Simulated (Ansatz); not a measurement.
Single sheet of SnSe$_{2}$:

```yaml
crystal:
  lattice:
    - [3.82468, 0.00000, 0.00000]
    - [-1.91234, 3.31227, 0.00000]
    - [0.00000, 0.00000, 32.37601]
  periodic: [true, true, false]
  atoms:
    - { symbol: Se, position: [0.66667, 0.33333, 0.45056] }
    - { symbol: Sn, position: [0.00000, 0.00000, 0.50000] }
    - { symbol: Se, position: [0.33333, 0.66667, 0.54944] }
```

These are results of Ansatz, DFT PBE+D3(BJ), scalar-relativistic, plane waves, PAW, not measurements. Settings: cutoff 420 eV, Γ-centred mesh 12×12×1 on the computed 6-atom cell, Gaussian smearing of 0.02 eV; no spin polarisation. No periodic images along c.

Two copies are stacked at this cell; shifts count in fractions of a and b, turns are about the origin, and heights relax. Binding counts from two free sheets, negative where bound; one atom of each layer keeps its place in the plane.

Problem. What binding, spacing and gap does each stacking have?

Solution.
| stacking | binding (meV/Å²) | centre to centre (Å) | between outer atoms (Å) | gap (mesh and path) |
| --- | --- | --- | --- | --- |
| Upper layer shifted by (0, 0) | -22.1 | 6.00 | 2.80 | 0.64 eV |
| Upper layer shifted by (0.333, 0.667) | -18.8 | 6.24 | 3.05 | 0.47 eV |
| Upper layer shifted by (0.667, 0.333) | -13.0 | 6.88 | 3.67 | 0.70 eV |
| Upper layer shifted by (0.5, 0) | -15.2 | 6.62 | 3.42 | 0.62 eV |
| Upper layer turned by 180 degrees and shifted by (0, 0) | -12.4 | 6.95 | 3.75 | 0.63 eV |
| Upper layer turned by 180 degrees and shifted by (0.333, 0.667) | -21.9 | 6.01 | 2.81 | 0.61 eV |
| Upper layer turned by 180 degrees and shifted by (0.667, 0.333) | -21.9 | 6.01 | 2.81 | 0.61 eV |
| Upper layer turned by 180 degrees and shifted by (0.5, 0) | -19.7 | 6.19 | 2.98 | 0.42 eV |

Gaps are read on the k points sampled, so a band crossing between them can be missed.